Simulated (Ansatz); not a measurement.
## Gd (R-3m): moments, gap and shell filling against U

```
CELL_PARAMETERS angstrom
1.82486 1.05358 8.90239
-1.82486 1.05358 8.90239
0.00000 -2.10716 8.90239
ATOMIC_POSITIONS crystal
Gd 0.00000 0.00000 0.00000
Gd 0.22291 0.22291 0.22291
Gd 0.77709 0.77709 0.77709
```

The source of the geometry is a structure from the Materials Project; atoms and cell stay fixed.

Common settings: PBE, 11×11×11 k mesh, Fermi–Dirac smearing of 0.1 eV. PAW means Ansatz 0.2.0 on its default frozen-core files; LAPW is all-electron LAPW in Ansatz 0.2.0. Site moments are integrated in spheres about the atoms, whose radii differ between the methods. Start moments of the first PAW run (μB): Gd1 7, Gd2 7, Gd3 7.

U is Dudarev's effective value on Löwdin-orthogonalised free-atom orbitals with fully localised double counting, unless a row says otherwise (a row with U and J takes Liechtenstein's form); the search for lower states is left at its default. Gaps are Kohn–Sham gaps on the k mesh over both spins.

```json
{"run": "no U", "largest site moment PAW (μB)": "7.28", "largest site moment LAPW (μB)": "–", "gap PAW (eV)": "metal", "gap LAPW (eV)": "–", "Gd f electrons PAW": "7.12", "electrons LAPW": "–", "P PAW (GPa)": "-0.4", "P LAPW (GPa)": "–"}
{"run": "U = 3 eV on Gd f", "largest site moment PAW (μB)": "7.47", "largest site moment LAPW (μB)": "7.60", "gap PAW (eV)": "metal", "gap LAPW (eV)": "metal", "Gd f electrons PAW": "7.01", "electrons LAPW": "7.01", "P PAW (GPa)": "-0.5", "P LAPW (GPa)": "-0.5"}
{"run": "U = 6 eV on Gd f", "largest site moment PAW (μB)": "7.50", "largest site moment LAPW (μB)": "7.63", "gap PAW (eV)": "metal", "gap LAPW (eV)": "metal", "Gd f electrons PAW": "7.00", "electrons LAPW": "7.00", "P PAW (GPa)": "-0.3", "P LAPW (GPa)": "-0.3"}
{"run": "U = 8 eV on Gd f", "largest site moment PAW (μB)": "7.51", "largest site moment LAPW (μB)": "7.64", "gap PAW (eV)": "metal", "gap LAPW (eV)": "metal", "Gd f electrons PAW": "7.00", "electrons LAPW": "7.00", "P PAW (GPa)": "-0.2", "P LAPW (GPa)": "-0.2"}
{"run": "U = 6 eV on Gd f, standard search for lower states", "largest site moment PAW (μB)": "7.44", "largest site moment LAPW (μB)": "–", "gap PAW (eV)": "metal", "gap LAPW (eV)": "–", "Gd f electrons PAW": "7.00", "electrons LAPW": "–", "P PAW (GPa)": "?", "P LAPW (GPa)": "–"}
```

Task: What belongs in the row "U = 6 eV on Gd f, standard search for lower states", column "P PAW (GPa)"?

Result: -0.8.

Spin–orbit coupling is left out although heavy atoms are present. With open f shells a run can end in a state that isn't the lowest. None of this fixes the real material's magnetic order: only patterns that fit the cell were computed, at zero temperature, with a functional that can overstate moments. Left out because it may lie on a higher state: LAPW, no U.
